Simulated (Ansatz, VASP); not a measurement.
## One calculation of Cs, two programs

Contents of INCAR:

```
SYSTEM = Cs
ALGO     = Fast           ! electronic algorithm
EDIFF    = 1E-6           ! SCF threshold, eV
ENCUT    = 520            ! plane-wave cutoff, eV
GGA      = PE             ! functional
ISIF     = 2              ! what is computed and relaxed
ISMEAR   = 0              ! smearing method
LASPH    = .TRUE.         ! aspherical terms in the spheres
LCHARG   = .TRUE.         ! write CHGCAR
LELF     = .TRUE.         ! ELF
LREAL    = .FALSE.        ! projectors in reciprocal space
LVHAR    = .TRUE.       
LWAVE    = .FALSE.        ! write WAVECAR
NBANDS   = 10             ! bands
NELM     = 80             ! most SCF steps
PREC     = Accurate       ! precision mode
SIGMA    = 0.15           ! smearing width, eV
```

Contents of KPOINTS:

```
k-points
0
G
  12 12 12
  0 0 0
```

POSCAR

```
Cs
1.0
   -3.0225000000      3.0073875000      3.0225000000
    3.0225000000     -3.0073875000      3.0225000000
    3.0225000000      3.0073875000     -3.0225000000
Cs
1
Direct
    0.0000000000      0.0000000000      0.0000000000
```

Input for Ansatz:

```yaml
crystal:
  lattice:
    - [-3.0225, 3.0073875, 3.0225]
    - [3.0225, -3.0073875, 3.0225]
    - [3.0225, 3.0073875, -3.0225]
  atoms:
    - { symbol: Cs, position: [0.0, 0.0, 0.0] }
basis:
  ecutwfc: 420
kpoints:
  mp_grid: { grid: [12, 12, 12] }
hamiltonian:
  xc: pbe
scf:
  occupations: { method: gaussian, width: 0.15 }
output:
  forces: true
  stress: true
  eigenvalues: true
```

Change from the starting cell: strain -0.0050 x Voigt [0, 1, 0, 0, 0, 0], atoms carried along.

Alike in both runs: task single point; functional PBE; k mesh 12 × 12 × 12; occupations gaussian, width 0.15 eV; no spin polarisation.

|  | VASP | Ansatz |
| --- | --- | --- |
| version | VASP 6.6.1 | Ansatz 0.2.0 |
| potentials or method | VASP PAW PBE potentials, release 64 (Cs_sv) | scalar-relativistic, plane waves, PAW |
| plane-wave cutoff (eV) | 520 | 420 |
| valence electrons in the cell | 9 | 9 |

|  | VASP | Ansatz | Ansatz less VASP |
| --- | --- | --- | --- |
| gap on the k mesh at the Fermi level (eV) | none | none | - |
| pressure (GPa) | 0.1 | 0.1 | +0.01 |

A gap of «none» marks a metal or a gap that the smearing closes. The functional is the same, so the differences come from potentials, cutoffs and numerics.

Spin-orbit coupling is left out, which matters for the levels of Cs.
